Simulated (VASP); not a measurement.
# Converging a slab model of the (2 1 1) face of Li (space group 229), part 2 of 5

Aim: find which settings matter for a slab model of the (2 1 1) face of Li (space group 229), and what they cost.

VASP 6.6.1, plane waves and PAW; the level of theory is named at each step.

So far, highest filled level below the vacuum (eV): step 2 (the base run) 2.95.

### Step 3. Another mesh, mesh points along a 4, k-mesh 4×4×1

Level of this step: PBE; plane waves and PAW (Li) (VASP).

The mesh decides how well the Fermi level or the band edge is found.

Input file INCAR:

```
SYSTEM = Li
PREC = Normal
ENCUT = 350
EDIFF = 1E-06
NELM = 120
ISMEAR = 0
SIGMA = 0.05
LREAL = .FALSE.
ALGO = Normal
GGA = PE
NBANDS = 12
LORBIT = 11
LWAVE = .FALSE.
LCHARG = .FALSE.
KPAR = 2
NCORE = 2
LASPH = .TRUE.
IDIPOL = 3
LDIPOL = .TRUE.
DIPOL = 0.5 0.5 0.5
LVHAR = .TRUE.
LVACPOTAV = .TRUE.
```

Input file POSCAR:

```
Li
1.0
    5.8195156884      0.0000000000      0.0000000000
   -7.4066563307      2.5917898158      0.0000000000
    0.0000000000      0.0000000000     26.0286600801
Li
8
Direct
    0.7500000000      0.7500000000      0.6926464910
    0.4166666670      0.9166666670      0.6376046370
    0.0833333330      0.0833333330      0.5825627820
    0.7500000000      0.2500000000      0.5275209270
    0.4166666670      0.4166666670      0.4724790730
    0.0833333330      0.5833333330      0.4174372180
    0.7500000000      0.7500000000      0.3623953630
    0.4166666670      0.9166666670      0.3073535090
```

Input file KPOINTS:

```
Automatic mesh
0
Gamma
4 4 1
0 0 0
```

The projector-augmented-wave data sets are Li (PBE family, release 64).

The run is started by

```bash
mpirun -np 4 vasp_std
```

What it wrote:

```text
[banner, memory and clock lines left out]
running    4 mpi-ranks, on    1 nodes
 distrk:  each k-point on    2 cores,    2 groups
 distr:  one band on    2 cores,    1 groups

 POSCAR found type information on POSCAR Li
 POSCAR found :  1 types and       8 ions
 LDA part: xc-table for (Slater+PW92), standard interpolation
 POSCAR, INCAR and KPOINTS ok, starting setup
 FFT: planning ... GRIDC
 FFT: planning ... GRID_SOFT
 FFT: planning ... GRID
 WAVECAR not read
 entering main loop
       N       E                     dE             d eps       ncg     rms          rms(c)
DAV:   1    -0.446016872932E+01   -0.44602E+01   -0.16263E+03   216   0.288E+02
DAV:   2    -0.149794727996E+02   -0.10519E+02   -0.10041E+02   316   0.391E+01
DAV:   3    -0.155242225163E+02   -0.54475E+00   -0.53297E+00   300   0.887E+00
DAV:   4    -0.155449368506E+02   -0.20714E-01   -0.20706E-01   312   0.207E+00
DAV:   5    -0.155459518601E+02   -0.10150E-02   -0.10150E-02   340   0.399E-01    0.194E+00
DAV:   6    -0.142800777811E+02    0.12659E+01   -0.11676E+01   272   0.460E+00    0.134E+00
DAV:   7    -0.140495191274E+02    0.23056E+00   -0.13817E+00   272   0.228E+00    0.623E-01
DAV:   8    -0.139710807632E+02    0.78438E-01   -0.81838E-01   272   0.156E+00    0.623E-01
DAV:   9    -0.140153030985E+02   -0.44222E-01   -0.10413E+00   256   0.155E+00    0.473E-01
DAV:  10    -0.139359160005E+02    0.79387E-01   -0.34365E-01   276   0.825E-01    0.153E-01
DAV:  11    -0.139340704560E+02    0.18455E-02   -0.28560E-02   256   0.391E-01    0.680E-02
DAV:  12    -0.139352068206E+02   -0.11364E-02   -0.42586E-03   264   0.188E-01    0.448E-02
DAV:  13    -0.139348704372E+02    0.33638E-03   -0.36412E-03   280   0.120E-01    0.213E-02
DAV:  14    -0.139353451396E+02   -0.47470E-03   -0.34976E-04   236   0.582E-02    0.158E-02
DAV:  15    -0.139355906559E+02   -0.24552E-03   -0.41086E-04   252   0.451E-02    0.704E-03
DAV:  16    -0.139356618473E+02   -0.71191E-04   -0.26696E-05   240   0.192E-02    0.461E-03
DAV:  17    -0.139357305790E+02   -0.68732E-04   -0.65827E-05   268   0.156E-02    0.377E-03
DAV:  18    -0.139357989751E+02   -0.68396E-04   -0.28411E-05   236   0.908E-03    0.180E-03
DAV:  19    -0.139358203386E+02   -0.21363E-04   -0.19963E-06   232   0.357E-03    0.136E-03
DAV:  20    -0.139358357820E+02   -0.15443E-04   -0.29111E-06   220   0.316E-03    0.231E-04
DAV:  21    -0.139358361676E+02   -0.38569E-06   -0.73718E-08   176   0.101E-03
 [... a notice as in an earlier step ...]

   1 F= -.13935836E+02 E0= -.13928806E+02  d E =-.140595E-01
```

Run time: 11 s. Hardware: 4 MPI ranks of Intel Xeon 6975P-C (Granite Rapids), shared host; peak memory 0.91 GiB; 33 s of CPU time.

OUTCAR, selected parts (step 3):

```text
 Found      9 irreducible k-points:

   k-points           NKPTS =      9   k-points in BZ     NKDIM =      9   number of bands    NBANDS=     12

   NELECT =       8.0000    total number of electrons

 E-fermi :  -1.5019

 k-point     1 :       0.0000    0.0000    0.0000
  band No.  band energies     occupation
      1      -4.8399      2.00000
      2      -4.4036      2.00000
      3      -3.5847      2.00000
      4      -2.5782      2.00000
      5      -1.5595      1.89685
      6      -1.0512      0.00000
      7      -0.5551      0.00000
      8      -0.5065      0.00000
      9       0.5254      0.00000
     10       0.5311      0.00000
    ...

 k-point     2 :       0.2500    0.0000    0.0000
  band No.  band energies     occupation
    ...
      2      -2.9048      2.00000
      3      -2.4605      2.00000
      4      -2.4605      2.00000
      5      -1.6126      1.99827
      6      -1.6126      1.99826
      7      -0.5784      0.00000
      8      -0.5784      0.00000
      9       0.4199      0.00000
     10       0.4199      0.00000
     11       2.3329      0.00000
    ...

  Total       -1.1912852     -0.8429251     -0.6121968     -0.3413218      0.1496865     -0.0916639
  in kB       -4.8616969     -3.4400212     -2.4984072     -1.3929520      0.6108785     -0.3740851
  external PRESSURE =      -3.6000418 kB  Pullay stress =       0.0000000 kB

 POSITION                                       TOTAL-FORCE (eV/Angst)
 -----------------------------------------------------------------------------------
     -1.19036      1.94384     18.02866        -0.028859      0.047126     -0.058958
     -4.36464      2.37581     16.59599         0.035913     -0.058646     -0.025680
     -0.13226      0.21598     15.16333        -0.008523      0.013918      0.045285
      2.51297      0.64795     13.73066        -0.015871      0.025917     -0.019734
     -0.66131      1.07991     12.29800         0.015871     -0.025917      0.019734
     -3.83559      1.51188     10.86533         0.008523     -0.013918     -0.045285
     -1.19036      1.94384      9.43267        -0.035913      0.058646      0.025680
     -4.36464      2.37581      8.00000         0.028859     -0.047126      0.058958
 -----------------------------------------------------------------------------------
    total drift:                                0.000014      0.000000      0.000002

  FREE ENERGIE OF THE ION-ELECTRON SYSTEM (eV)
  ---------------------------------------------------
  free  energy   TOTEN  =       -13.9358361676 eV

  energy  without entropy=      -13.9217766181  energy(sigma->0) =      -13.92880639

 vacuum level on the upper side and lower side of the slab         1.559         1.559

 total charge
# of ion       s       p       d       tot
------------------------------------------
    1        0.115   0.058   0.000   0.173
    2        0.108   0.086   0.000   0.194
    3        0.102   0.096   0.000   0.199
    4        0.112   0.093   0.000   0.205
    5        0.112   0.093   0.000   0.205
    6        0.102   0.096   0.000   0.199
    7        0.108   0.086   0.000   0.194
    8        0.115   0.058   0.000   0.173
--------------------------------------------------
tot          0.875   0.666   0.000   1.542

[... 8 parts as in an earlier step ...]

[... 6 further parts left out ...]
```

This step gave:

| Quantity | Value |
| --- | --- |
| free energy (TOTEN) | -13.94 eV |
| energy at zero smearing | -13.93 eV |
| Fermi energy | -1.502 eV |
| vacuum levels | 1.559, 1.559 eV |
| work functions of the upper and lower face | 3.061, 3.061 eV |
| highest filled level below the vacuum | 3.061 eV |

Force by atom:

| atom | x (eV/Å) | y (eV/Å) | z (eV/Å) | size |
| --- | --- | --- | --- | --- |
| Li1 | -0.0289 | 0.0471 | -0.0590 | 0.0808 |
| Li2 | 0.0359 | -0.0586 | -0.0257 | 0.0734 |
| Li3 | -0.0085 | 0.0139 | 0.0453 | 0.0481 |
| Li4 | -0.0159 | 0.0259 | -0.0197 | 0.0362 |
| Li5 | 0.0159 | -0.0259 | 0.0197 | 0.0362 |
| Li6 | 0.0085 | -0.0139 | -0.0453 | 0.0481 |
| Li7 | -0.0359 | 0.0586 | 0.0257 | 0.0734 |
| Li8 | 0.0289 | -0.0471 | 0.0590 | 0.0808 |

Against the base run its depth below the vacuum changes by +0.11 eV and the energy by +29.6 meV an atom.

### Step 4. Another mesh, mesh points along a 8, k-mesh 8×8×1

INCAR, as its differences from that of step 3:

```diff
@@ -14,4 +14,3 @@
 LCHARG = .FALSE.
-KPAR = 2
-NCORE = 2
+KPAR = 4
 LASPH = .TRUE.
```

POSCAR is that of step 3.

Input file KPOINTS:

```
Automatic mesh
0
Gamma
8 8 1
0 0 0
```

The run is started by

```bash
mpirun -np 4 vasp_std
```

What it wrote:

```text
[... set-up lines as in an earlier step ...]
 entering main loop
       N       E                     dE             d eps       ncg     rms          rms(c)
DAV:   1    -0.454457741207E+01   -0.45446E+01   -0.16091E+03   600   0.290E+02
DAV:   2    -0.150424792530E+02   -0.10498E+02   -0.99730E+01   876   0.400E+01
DAV:   3    -0.156401628617E+02   -0.59768E+00   -0.59004E+00   812   0.912E+00
DAV:   4    -0.156636328215E+02   -0.23470E-01   -0.23459E-01   844   0.219E+00
[...]
DAV:  20    -0.141297820167E+02   -0.28759E-04   -0.57033E-06   620   0.457E-03    0.483E-04
DAV:  21    -0.141297854784E+02   -0.34617E-05   -0.55554E-07   672   0.176E-03    0.286E-04
DAV:  22    -0.141297863063E+02   -0.82791E-06   -0.11646E-07   472   0.962E-04
 [... a notice as in an earlier step ...]

   1 F= -.14129786E+02 E0= -.14125413E+02  d E =-.874749E-02
```

The job ended after 23 s (4 MPI ranks; peak memory 1.4 GiB).

Parts of OUTCAR (step 4):

```text
  Total       -1.2473837     -0.7164164     -0.9520225     -0.5202396      0.1011013     -0.0619117
  in kB       -5.0906381     -2.9237329     -3.8852536     -2.1231248      0.4125998     -0.2526647
  external PRESSURE =      -3.9665415 kB  Pullay stress =       0.0000000 kB

 POSITION                                       TOTAL-FORCE (eV/Angst)
 -----------------------------------------------------------------------------------
     -1.19036      1.94384     18.02866        -0.027001      0.044093     -0.124040
     -4.36464      2.37581     16.59599         0.029971     -0.048943     -0.016932
     -0.13226      0.21598     15.16333        -0.000481      0.000786      0.103925
      2.51297      0.64795     13.73066        -0.002510      0.004098     -0.021314
     -0.66131      1.07991     12.29800         0.002510     -0.004098      0.021314
     -3.83559      1.51188     10.86533         0.000481     -0.000786     -0.103925
     -1.19036      1.94384      9.43267        -0.029971      0.048943      0.016932
     -4.36464      2.37581      8.00000         0.027001     -0.044093      0.124040
 -----------------------------------------------------------------------------------
    total drift:                                0.000022      0.000000      0.000002

  FREE ENERGIE OF THE ION-ELECTRON SYSTEM (eV)
  ---------------------------------------------------
  free  energy   TOTEN  =       -14.1297863063 eV

  energy  without entropy=      -14.1210388132  energy(sigma->0) =      -14.12541256

[... 1 part as in an earlier step ...]

[... 2 further parts left out ...]
[key lines of the parts left out:]
E-fermi :  -1.4605
```

Against the base run its depth below the vacuum changes by +0.01 eV and the energy by +5.0 meV an atom.

### Step 5. Another mesh, mesh points along a 20, k-mesh 20×20×1

INCAR is that of step 4.

POSCAR is that of step 4.

Input file KPOINTS:

```
Automatic mesh
0
Gamma
20 20 1
0 0 0
```

The run is started by

```bash
mpirun -np 4 vasp_std
```

What it wrote:

```text
[... set-up lines as in an earlier step ...]
 entering main loop
       N       E                     dE             d eps       ncg     rms          rms(c)
DAV:   1    -0.416031757630E+01   -0.41603E+01   -0.16412E+03  2904   0.292E+02
DAV:   2    -0.149980756755E+02   -0.10838E+02   -0.10347E+02  4184   0.400E+01
DAV:   3    -0.156350241018E+02   -0.63695E+00   -0.62122E+00  3836   0.953E+00
DAV:   4    -0.156610759826E+02   -0.26052E-01   -0.26044E-01  4100   0.232E+00
[...]
DAV:  20    -0.141642848292E+02   -0.25344E-05   -0.86039E-07  3172   0.262E-03    0.405E-04
DAV:  21    -0.141642862218E+02   -0.13927E-05   -0.19833E-07  2592   0.105E-03    0.150E-04
DAV:  22    -0.141642863590E+02   -0.13713E-06   -0.46254E-08  2252   0.548E-04
 [... a notice as in an earlier step ...]

   1 F= -.14164286E+02 E0= -.14161475E+02  d E =-.562250E-02
```

The job ended after 72 s (4 MPI ranks; peak memory 1.9 GiB).

Parts of OUTCAR (step 5):

```text
  Total       -1.2073182     -0.7746884     -1.0848436     -0.4238890      0.1217418     -0.0745513
  in kB       -4.9271287     -3.1615437     -4.4273034     -1.7299130      0.4968348     -0.3042479
  external PRESSURE =      -4.1719919 kB  Pullay stress =       0.0000000 kB

 POSITION                                       TOTAL-FORCE (eV/Angst)
 -----------------------------------------------------------------------------------
     -1.19036      1.94384     18.02866        -0.026692      0.043588     -0.124985
     -4.36464      2.37581     16.59599         0.027643     -0.045140     -0.025118
     -0.13226      0.21598     15.16333        -0.000900      0.001470      0.089753
      2.51297      0.64795     13.73066        -0.000604      0.000986     -0.024465
     -0.66131      1.07991     12.29800         0.000604     -0.000986      0.024465
     -3.83559      1.51188     10.86533         0.000900     -0.001470     -0.089753
     -1.19036      1.94384      9.43267        -0.027643      0.045140      0.025118
     -4.36464      2.37581      8.00000         0.026692     -0.043588      0.124985
 -----------------------------------------------------------------------------------
    total drift:                                0.000021     -0.000000      0.000002

  FREE ENERGIE OF THE ION-ELECTRON SYSTEM (eV)
  ---------------------------------------------------
  free  energy   TOTEN  =       -14.1642863590 eV

  energy  without entropy=      -14.1586638610  energy(sigma->0) =      -14.16147511

[... 1 part as in an earlier step ...]

[... 2 further parts left out ...]
[key lines of the parts left out:]
E-fermi :  -1.4388
```

Against the base run its depth below the vacuum changes by -0.00 eV and the energy by +0.5 meV an atom.

### Step 6. Comparing the runs

Times are for 4 MPI ranks of Intel Xeon 6975P-C (Granite Rapids), shared host. The series side by side:

| no. | mesh points along a | highest filled level below the vacuum (eV) | energy at zero smearing (eV) | time | memory (GiB) |
| --- | --- | --- | --- | --- | --- |
| 1 | 4 | 3.061 | -13.93 | 11 s | 0.91 |
| 2 | 8 | 2.960 | -14.13 | 23 s | 1.4 |
| 3 | 20 | 2.947 | -14.16 | 72 s | 1.9 |

(Part 2 of 5 ends here.)

[Lines on the potential files, build, host, timing and source positions are cut from VASP's logs without a mark.]

[Logs are printed without paths, hosts, clocks, repeated set-up lines and the standing remarks that a program may print on its own settings, such as how far it seeks lower states.]

[Hosts, paths, dates, database ids (printed as entryN), source tags and the programs' standing remarks are cut or masked in the printed files.]

[In band tables of VASP the shares of atoms and orbitals are scaled to a sum of 1 inside the atoms' spheres.]

[Runs that stopped without an error message from VASP are left out.]
